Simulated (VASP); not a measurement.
The system is Se.

```
Se
1.0
     4.36620    0.00000    0.00000
    -2.18310    3.78124    0.00000
     0.00000    0.00000    4.95360
Se
3
Direct
  0.22540 0.00000 0.83333
  0.00000 0.22540 0.16667
  0.77460 0.77460 0.50000
```

| Property | Result |
| --- | --- |
| Program | VASP 6.6.1 |
| Task | relaxation of cell and atoms |
| Functional | PBE |
| Potentials or basis | VASP PAW PBE potentials, release 64 (Se) |
| Cutoff | 600 eV |
| k mesh | 6 × 6 × 4 |
| Occupations | gaussian, width 0.05 eV |
| Spin | no spin polarisation |

At the start: pressure 2.9 GPa; volume 27.26 Å³/atom.

Task: How do energy, volume and symmetry change on relaxing?

Result: Over 6 steps the energy falls by 12.7 meV/atom and the volume is 28.57 Å³/atom (+4.8 %); space group P3_121 (No. 152, to 0.05 Å).

The path:
| step | energy change (eV) | largest force (eV/Å) | pressure (GPa) | volume (Å³) |
| --- | --- | --- | --- | --- |
| 1 | 0.0000 | 0.4338 | 2.91 | 81.78 |
| 2 | -0.0049 | 0.5171 | -2.12 | 87.79 |
| 3 | -0.0352 | 0.0951 | 0.10 | 84.79 |
| 4 | -0.0352 | 0.0856 | 0.15 | 84.73 |
| 5 | -0.0365 | 0.0658 | 0.13 | 85.01 |
| 6 | -0.0380 | 0.0148 | 0.09 | 85.70 |

Final structure:
```xyz
3
Lattice="4.4117 0.0000 0.0000 -2.2059 3.8207 0.0000 0.0000 0.0000 5.0844" Properties=species:S:1:pos:R:3 pbc="T T T"
Se    0.9920    0.0000    4.2370
Se    3.9157    0.8591    0.8474
Se    1.7099    2.9616    2.5422
```
